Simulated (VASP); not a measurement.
# Br (Pm-3m) in VASP: a series of runs

The runs below take Br through single point, with r2SCAN+D4.

All numbers are computed with VASP 6.6.1; they aren't measurements. Logs are shortened: lines on timing, memory, paths and dates and some standing lists are left out, and cuts for length are marked.

## 1. Starting point

Symmetry: Pm-3m, No. 221, cubic system. Conventional cell: a = 4.598 Å, b = 4.598 Å, c = 4.598 Å, α = 90.00°, β = 90.00°, γ = 90.00°. Br (site symmetry 4/mmm) is surrounded by 8 Br at 3.25 Å.

## 2. Single point, r2SCAN+D4

The input, POSCAR:

```
Br
1.0
    4.5976403800      0.0000000000      0.0000000000
    0.0000000000      4.5976403800      0.0000000000
    0.0000000000      0.0000000000      4.5976403800
Br
3
Direct
    0.5000000000      0.0000000000      0.0000000000
    0.0000000000      0.5000000000      0.0000000000
    0.0000000000      0.0000000000      0.5000000000
```

The input, INCAR.step1:

```
SYSTEM = Br
PREC = Accurate ; ENCUT = 520
ISMEAR = -1 ; SIGMA = 0.05
LREAL = .FALSE. ; LASPH = .TRUE.
NELM = 100 ; NBANDS = 18
GGA = PE ; ALGO = Normal
EDIFF = 1E-4 ; LWAVE = .TRUE.
LCHARG = .FALSE.
```

The input, INCAR.step2:

```
SYSTEM = Br
PREC = Accurate ; ENCUT = 520
EDIFF = 1E-6 ; ISMEAR = -1
SIGMA = 0.05 ; LREAL = .FALSE.
LASPH = .TRUE. ; NELM = 100
ALGO = Normal ; ISIF = 2
LWAVE = .FALSE. ; LCHARG = .TRUE.
METAGGA = R2SCAN ; LMIXTAU = .TRUE.
IVDW = 13 ; LELF = .TRUE.
LVHAR = .TRUE. ; NBANDS = 18
VDW_S6 = 1.0 ; VDW_S8 = 0.6018749
VDW_A1 = 0.51559235 ; VDW_A2 = 5.77342911
ISTART = 1
```

The input, KPOINTS:

```
regular mesh
0
G
  5 5 5
  0 0 0
```

Potentials or basis: VASP PAW PBE potentials, release 64 (Br).

Command:

```console
> cat potpaw_PBE.64/Br/POTCAR > POTCAR
> cp INCAR.step1 INCAR
> mpirun -np 1 vasp_std > vasp.out
> cp INCAR.step2 INCAR
> mpirun -np 1 vasp_std > vasp.out
```

OUTCAR:

```text
SYSTEM = Br
   PREC = Accurate
   ENCUT = 520
   EDIFF = 1E-6
   ISMEAR = -1
   LREAL = .FALSE.
   LASPH = .TRUE.
   NELM = 100
   ISIF = 2
   METAGGA = R2SCAN
   IVDW = 13
   ISTART = 1

 ion  position               nearest neighbor table
   1  0.500  0.000  0.000-
   2  0.000  0.500  0.000-
   3  0.000  0.000  0.500-

  LATTYP: Found a simple cubic cell.
 ALAT       =     4.5976403800

  Lattice vectors:

 A1 = (   4.5976403800,   0.0000000000,   0.0000000000)
 A2 = (   0.0000000000,   4.5976403800,   0.0000000000)
 A3 = (   0.0000000000,   0.0000000000,   4.5976403800)

Analysis of symmetry for initial positions (statically):
=====================================================================
 Subroutine PRICEL returns:
 Original cell was already a primitive cell.

 Routine SETGRP: Setting up the symmetry group for a
 simple cubic supercell.

 Subroutine GETGRP returns: Found 48 space group operations
 (whereof 48 operations were pure point group operations)
 out of a pool of 48 trial point group operations.

The static configuration has the point symmetry O_h .

Analysis of symmetry for dynamics (positions and initial velocities):
=====================================================================
 Subroutine PRICEL returns:
 Original cell was already a primitive cell.

 Routine SETGRP: Setting up the symmetry group for a
 simple cubic supercell.

 Subroutine GETGRP returns: Found 48 space group operations
 (whereof 48 operations were pure point group operations)
 out of a pool of 48 trial point group operations.

The dynamic configuration has the point symmetry O_h .

 Subroutine INISYM returns: Found 48 space group operations
 (whereof 48 operations are pure point group operations),
 and found     1 'primitive' translations

----------------------------------------------------------------------------------------

                                     Primitive cell

  volume of cell :      97.1863

  direct lattice vectors                    reciprocal lattice vectors
     4.597640380  0.000000000  0.000000000     0.217502875  0.000000000  0.000000000
     0.000000000  4.597640380  0.000000000     0.000000000  0.217502875  0.000000000
     0.000000000  0.000000000  4.597640380     0.000000000  0.000000000  0.217502875

  length of vectors
     4.597640380  4.597640380  4.597640380     0.217502875  0.217502875  0.217502875

  position of ions in fractional coordinates (direct lattice)
     0.500000000  0.000000000  0.000000000
     0.000000000  0.500000000  0.000000000
     0.000000000  0.000000000  0.500000000

  ion indices of the primitive-cell ions
   primitive index   ion index
                 1           1
                 2           2
                 3           3

----------------------------------------------------------------------------------------

 KPOINTS: regular mesh

Automatic generation of k-mesh.
 Grid dimensions read from file:
 generate k-points for:    5    5    5

 Generating k-lattice:

  Cartesian coordinates                     Fractional coordinates (reciprocal lattice)
     0.043500575  0.000000000  0.000000000     0.200000000  0.000000000  0.000000000
     0.000000000  0.043500575  0.000000000     0.000000000  0.200000000  0.000000000
     0.000000000  0.000000000  0.043500575     0.000000000  0.000000000  0.200000000

  Length of vectors
     0.043500575  0.043500575  0.043500575

  Shift w.r.t. Gamma in fractional coordinates (k-lattice)
     0.000000000  0.000000000  0.000000000

 Subroutine IBZKPT returns following result:
 ===========================================

 Found     10 irreducible k-points:

 Following reciprocal coordinates:
            Coordinates               Weight
  0.000000  0.000000  0.000000      1.000000
  0.200000  0.000000  0.000000      6.000000
  0.400000  0.000000  0.000000      6.000000
  0.200000  0.200000  0.000000     12.000000
  0.400000  0.200000  0.000000     24.000000
  0.400000  0.400000  0.000000     12.000000
  0.200000  0.200000  0.200000      8.000000
  0.400000  0.200000  0.200000     24.000000
  0.400000  0.400000  0.200000     24.000000
  0.400000  0.400000  0.400000      8.000000
   k-points           NKPTS =     10   k-points in BZ     NKDIM =     10   number of bands    NBANDS=     18
   number of dos      NEDOS =    301   number of ions     NIONS =      3
   total plane-waves  NPLWV =  46656
   dimension x,y,z NGX =    36 NGY =   36 NGZ =   36
   dimension x,y,z NGXF=    72 NGYF=   72 NGZF=   72
   ions per type =               3
   NGX,Y,Z   is equivalent  to a cutoff of  13.02, 13.02, 13.02 a.u.
   NGXF,Y,Z  is equivalent  to a cutoff of  26.03, 26.03, 26.03 a.u.
 SYSTEM =  Br
   PREC   = accura    normal or accurate (medium, high low for compatibility)
   ISTART =      1    job   : 0-new  1-cont  2-samecut
   ICHARG =      0    charge: 1-file 2-atom 10-const
   ISPIN  =      1    spin polarized calculation?
   LNONCOLLINEAR =      F non collinear calculations
   LSORBIT =      F    spin-orbit coupling
   LASPH  =      T    aspherical Exc in radial PAW
   ENCUT  =  520.0 eV  38.22 Ry    6.18 a.u.   8.55  8.55  8.55*2*pi/ulx,y,z
   NELM   =    100;   NELMIN=  2; NELMDL=  0     # of ELM steps
   EDIFF  = 0.1E-05   stopping-criterion for ELM
   LREAL  =      F    real-space projection
   EDIFFG = 0.1E-04   stopping-criterion for IOM
   NSW    =      0    number of steps for IOM
   IBRION =     -1    ionic relax: 0-MD 1-quasi-New 2-CG
   NFREE  =      0    steps in history (QN), initial steepest desc. (CG)
   ISIF   =      2    stress and relaxation
   ISYM   =      2    0-nonsym 1-usesym 2-fastsym
   POTIM  = 0.5000    time-step for ionic-motion
   TEBEG  =    0.0;   TEEND  =   0.0 temperature during run
   PSTRESS=    0.0 pullay stress
   NELECT =      21.0000    total number of electrons
   NUPDOWN=      -1.0000    fix difference up-down
   EMIN   =  10.00;   EMAX   =-10.00  energy-range for DOS
   EFERMI =   0.00;   METHOD = LEGACY
   ISMEAR =    -1;   SIGMA  =   0.05  broadening in eV -4-tet -1-fermi 0-gaus
   EFERMI_NEDOS =   21; number of points for ismear=-14 and -15
   IALGO  =     38    algorithm
   IMIX   =      4    mixing-type and parameters
     AMIX     =   0.40;   BMIX     =  1.00
     AMIX_MAG =   1.60;   BMIX_MAG =  1.00
  volume/ion in A,a.u.               =      32.40       218.62
  Fermi-wavevector in a.u.,A,eV,Ry     =   0.982380  1.856429 13.130586  0.965071
  Thomas-Fermi vector in A             =   2.113458
   LORBIT       =      0    0 simple, 1 ext, 2 COOP (PROOUT), +10 PAW based schemes
   METAGGA = R2SCAN    functional components
   LHFCALC =     F    Hartree Fock is set to
   AEXX    =    0.0000 exact exchange contribution
   IVDW    =    13    specifies the selected vdW correction
   LEPSILON=     F    determine dielectric tensor
   LRPA    =     F    only Hartree local field effects (RPA)
 non-spin polarized calculation
  energy-cutoff  :      520.00
  volume of cell :       97.19
 maximum number of plane-waves:      2641
 NGX is ok and might be reduce to    36
   NGX = 17   NGY = 17   NGZ = 17

 number of electron      21.0000006 magnetization

 Free energy of the ion-electron system (eV)
  ---------------------------------------------------
  ext. energy  EPLUGINS =         0.00000000
  ---------------------------------------------------
  free energy    TOTEN  =       -37.74315355 eV

  energy without entropy =      -37.68942132  energy(sigma->0) =      -37.71628744

 E-fermi :  -0.2054     XC(G=0):  -8.5625

 val. band max:       -0.2514709432   @ k =   0.4000   0.0000   0.0000
 cond. band min:      -0.1482798780   @ k =   0.4000   0.2000   0.0000
 fundamental gap:      0.1031910652
 Fermi energy:        -0.2053571064

 k-point     1 :       0.0000    0.0000    0.0000
  band No.  band energies     occupation
      1     -15.9201      2.00000
      2     -14.0997      2.00000
      3     -14.0997      2.00000
      4      -3.9236      2.00000
      5      -3.9236      2.00000
      6      -3.9236      2.00000
[... 10 lines left out ...]
     17       9.3878      0.00000
     18       9.3878      0.00000

 k-point     2 :       0.2000    0.0000    0.0000
  band No.  band energies     occupation
      1     -15.7915      2.00000
      2     -14.2841      2.00000
      3     -14.0908      2.00000
      4      -3.7548      2.00000
      5      -3.7548      2.00000
      6      -3.6493      2.00000
[... 10 lines left out ...]
     17       9.5875      0.00000
     18      10.0344      0.00000

 k-point     3 :       0.4000    0.0000    0.0000
  band No.  band energies     occupation
      1     -15.4786      2.00000
      2     -14.6848      2.00000
      3     -14.0764      2.00000
      4      -3.3708      2.00000
      5      -3.3708      2.00000
      6      -2.8900      2.00000
[... 10 lines left out ...]
     17      10.9489      0.00000
     18      10.9489      0.00000

 k-point     4 :       0.2000    0.2000    0.0000
  band No.  band energies     occupation
      1     -15.6678      2.00000
      2     -14.3416      2.00000
      3     -14.1878      2.00000
      4      -3.9423      2.00000
      5      -3.5807      2.00000
      6      -3.1008      2.00000
[... 10 lines left out ...]
     17       9.8836      0.00000
     18      10.3023      0.00000

 k-point     5 :       0.4000    0.2000    0.0000
  band No.  band energies     occupation
      1     -15.3637      2.00000
      2     -14.6727      2.00000
      3     -14.2096      2.00000
      4      -3.7121      2.00000
      5      -3.1746      2.00000
      6      -2.9774      2.00000
[... 10 lines left out ...]
     17      10.5448      0.00000
     18      10.9993      0.00000

 k-point     6 :       0.4000    0.4000    0.0000
  band No.  band energies     occupation
      1     -15.0689      2.00000
      2     -14.6886      2.00000
      3     -14.4984      2.00000
      4      -3.8889      2.00000
      5      -3.6327      2.00000
      6      -2.6643      2.00000
[... 10 lines left out ...]
     17      10.8270      0.00000
     18      11.9816      0.00000

 k-point     7 :       0.2000    0.2000    0.2000
  band No.  band energies     occupation
      1     -15.5508      2.00000
      2     -14.3297      2.00000
      3     -14.3297      2.00000
      4      -4.2381      2.00000
      5      -3.0536      2.00000
      6      -3.0536      2.00000
[... 10 lines left out ...]
     17       9.7347      0.00000
     18      11.2518      0.00000

 k-point     8 :       0.4000    0.2000    0.2000
  band No.  band energies     occupation
      1     -15.2613      2.00000
      2     -14.6601      2.00000
      3     -14.3104      2.00000
      4      -4.2083      2.00000
      5      -3.1311      2.00000
      6      -3.0188      2.00000
[... 10 lines left out ...]
     17      11.1187      0.00000
     18      11.9012      0.00000

 k-point     9 :       0.4000    0.4000    0.2000
  band No.  band energies     occupation
      1     -15.0017      2.00000
      2     -14.6733      2.00000
      3     -14.5349      2.00000
      4      -4.5043      2.00000
      5      -3.7243      2.00000
      6      -3.0349      2.00000
[... 10 lines left out ...]
     17      11.3883      0.00000
     18      11.6115      0.00000

 k-point    10 :       0.4000    0.4000    0.4000
  band No.  band energies     occupation
      1     -14.8387      2.00000
      2     -14.6481      2.00000
      3     -14.6481      2.00000
      4      -5.1033      2.00000
      5      -3.6967      2.00000
      6      -3.6614      2.00000
[... 10 lines left out ...]
     17      11.5822      0.00000
     18      12.2300      0.00000

------------------------ aborting loop because EDIFF is reached ----------------------------------------

  DFT-D4 for vdW energy calculation

  Edisp (eV):   -0.27313

  FORCE on cell =-STRESS in cart. coord.  units (eV):
  Direction    XX          YY          ZZ          XY          YZ          ZX
  --------------------------------------------------------------------------------------
  -------------------------------------------------------------------------------------
  Total      -0.90485    -0.90485    -0.90485     0.00000     0.00000    -0.00000
  in kB     -14.91702   -14.91702   -14.91702     0.00000     0.00000    -0.00000
  external pressure =      -14.92 kB  Pullay stress =        0.00 kB

 VOLUME and BASIS-vectors are now :
 -----------------------------------------------------------------------------
  energy-cutoff  :      520.00
  volume of cell :       97.19
      direct lattice vectors                 reciprocal lattice vectors
     4.597640380  0.000000000  0.000000000     0.217502875  0.000000000  0.000000000
     0.000000000  4.597640380  0.000000000     0.000000000  0.217502875  0.000000000
     0.000000000  0.000000000  4.597640380     0.000000000  0.000000000  0.217502875

 POSITION                                       TOTAL-FORCE (eV/Angst)
 -----------------------------------------------------------------------------------
      2.29882      0.00000      0.00000         0.000000      0.000000      0.000000
      0.00000      2.29882      0.00000         0.000000      0.000000      0.000000
      0.00000      0.00000      2.29882         0.000000      0.000000      0.000000
 -----------------------------------------------------------------------------------
    total drift:                                0.000000      0.000000     -0.000000

  FREE ENERGIE OF THE ION-ELECTRON SYSTEM (eV)
  ---------------------------------------------------
  free  energy   TOTEN  =       -38.0162822186 eV

  energy  without entropy=      -37.9625499889  energy(sigma->0) =      -37.98941610
```

Wall time 31 s (1 thread of Intel Xeon 6975P-C (Granite Rapids), shared host); peak memory 0.2 GiB.

Results:

```
Free energy                : -38.0163 eV
Pressure                   : -1.5 GPa
Band gap on the k mesh     : none (metal or under the smearing width)
Dispersion energy per atom : -0.091 eV
```

Caveat: the PAW data sets were made with another functional, which shifts forces and pressure a little; an odd number of electrons without spin polarisation forces a metal; a magnetic or distorted state may lie lower; pairwise dispersion overbinds metals, which lowers pressure and volume.

## 3. Single point, r2SCAN+D4

POSCAR is that of step 2.

The input, INCAR.step1:

```
SYSTEM = Br
  ALGO = Normal
  EDIFF = 1E-4
  ENCUT = 520
  GGA = PE
  ISMEAR = -1
  LASPH = .True.
  LCHARG = .False.
  LREAL = .False.
  LWAVE = .True.
  NBANDS = 18
  NELM = 100
  PREC = Accurate
  SIGMA = 0.25
```

The input, INCAR.step2:

```
SYSTEM = Br
  ALGO = Normal
  EDIFF = 1E-6
  ENCUT = 520
  ISIF = 2
  ISMEAR = -1
  ISTART = 1
  IVDW = 13
  LASPH = .True.
  LCHARG = .False.
  LMIXTAU = .True.
  LREAL = .False.
  LWAVE = .False.
  METAGGA = R2SCAN
  NBANDS = 18
  NELM = 100
  PREC = Accurate
  SIGMA = 0.25
  VDW_A1 = 0.51559235
  VDW_A2 = 5.77342911
  VDW_S6 = 1.0
  VDW_S8 = 0.6018749
```

The input, KPOINTS:

```
k-points
0
Gamma
  5 5 5
  0 0 0
```

Potentials or basis: VASP PAW PBE potentials, release 64 (Br).

Command:

```console
> cat potpaw_PBE.64/Br/POTCAR > POTCAR
> cp INCAR.step1 INCAR
> mpirun -np 1 vasp_std > vasp.out
> cp INCAR.step2 INCAR
> mpirun -np 1 vasp_std > vasp.out
```

Run time: 30 s. Hardware: 1 thread of Intel Xeon 6975P-C (Granite Rapids), shared host; peak memory 0.2 GiB.

It converged, with:

```
Free energy                : -38.5194 eV
Pressure                   : -0.5 GPa
Band gap on the k mesh     : none (metal or under the smearing width)
Dispersion energy per atom : -0.091 eV
```

Levels at points of the mesh, in eV from the Fermi level:
```tsv
k point	band 8	band 9	band 10	band 11	band 12	band 13
(0.00, 0.00, 0.00)	-0.96	-0.96	0.36	0.36	0.36	5.52
```

Caveat: the PAW data sets were made with another functional, which shifts forces and pressure a little; an odd number of electrons without spin polarisation forces a metal; a magnetic or distorted state may lie lower; pairwise dispersion overbinds metals, which lowers pressure and volume.
